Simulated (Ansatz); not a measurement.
Crystal: CO2.

```xyz
6
Lattice="-1.9747 1.9747 3.0141 1.9747 -1.9747 3.0141 1.9747 1.9747 -3.0141" Properties=species:S:1:pos:R:3 pbc="T T T"
O     1.3223    0.9874    3.7676
O     0.6525    0.9874    0.7535
O     2.9621    0.6525   -0.7535
O    -0.9874    1.3223    2.2605
C     0.0000    0.0000    0.0000
C     0.0000    1.9747    1.5070
```

The cell comes from a database or a generator and needn't be the stable form of this composition.

Base run:

| Property | Result |
| --- | --- |
| Program | Ansatz 0.2.0 |
| Functional | BLYP |
| Potentials or basis | Ansatz PAW |
| Cutoff | 420 eV (not typed: the program's choice for these potentials) |
| k mesh | 9 × 9 × 9 |
| Occupations | fermi-dirac, width 0.05 eV |
| Spin | no spin polarisation |

Its results: band gap on the k mesh 7.80 eV, indirect (least direct gap 8.22 eV); pressure 4.4 GPa; largest force 0.113 eV/Å.

Task: The run is repeated on the same cell with these changes: functional from BLYP to r2SCAN; cutoff from 420 eV (not typed: the program's choice for these potentials) to 500 eV (not typed: the program's choice for these potentials). What comes out?

Result: Band gap on the k mesh 8.52 eV, indirect (least direct gap 8.91 eV); pressure -7.9 GPa; largest force 0.272 eV/Å.

r2SCAN gives the wider gap, since meta-GGAs in the generalised Kohn-Sham scheme recover part of the derivative discontinuity.

Caveats: the PAW data sets come from PBE, with cores solved anew for the run's functional, which leaves a small shift of forces and pressure.
